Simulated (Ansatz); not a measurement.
AlSb:
```cif
data_AlSb
_chemical_formula_sum 'Sb1 Al1'
_space_group_name_H-M_alt 'P 1'
_space_group_IT_number 1
_cell_length_a 4.35375
_cell_length_b 4.35375
_cell_length_c 4.35375
_cell_angle_alpha 60.000
_cell_angle_beta 60.000
_cell_angle_gamma 60.000
loop_
_space_group_symop_operation_xyz
  'x, y, z'
loop_
_atom_site_label
_atom_site_type_symbol
_atom_site_fract_x
_atom_site_fract_y
_atom_site_fract_z
_atom_site_occupancy
Sb1 Sb 0.75000 0.75000 0.75000 1
Al1 Al 0.00000 0.00000 0.00000 1
```

Relaxed with PBEsol. PBEsol in the plane-wave PAW code Ansatz gives a gap of 1.14 eV.

**Question.** What gap does HSE06 give on the same cell (Ansatz, PAW)?

**Answer.** 1.76 eV, 0.63 eV more. The hybrid was solved on a coarser mesh and at special points; its gap is the smallest among all of these.

| k | v1 PBEsol | c1 PBEsol | v1 HSE06 | c1 HSE06 |
|---|---|---|---|---|
| Γ | 0.00 | 1.47 | ? | ? |
| X | -2.18 | 1.15 | -2.38 | 1.78 |
| L | -0.90 | 1.28 | ? | ? |
| W | -2.73 | 3.88 | ? | ? |
| K | -1.83 | 1.63 | ? | ? |

**Question.** Top valence (v1) and lowest conduction level (c1) in eV from each method's valence maximum (which need not be a listed point): supply the withheld HSE06 values.

**Answer.** 
- L, v1 HSE06: -0.98
- L, c1 HSE06: 1.97
- K, v1 HSE06: -1.99
- K, c1 HSE06: 2.28
- W, v1 HSE06: -2.93
- W, c1 HSE06: 4.61
- Γ, v1 HSE06: 0.00
- Γ, c1 HSE06: 2.32

Cost on shared cores: the PBEsol run (SCF on a 8×8×8 mesh, then bands and DOS) about 13 core-seconds (a rough figure), the HSE06 run (SCF on 6×6×6, then a few points) roughly 2.0 core-minutes; the tasks are unlike.

Space group F-43m (zinc blende). Symmetry was held in the PBEsol relaxation. Scalar-relativistic: spin–orbit coupling is off unless named, which matters more the heavier the elements.

Potentials: the later of the program's two PAW sets.
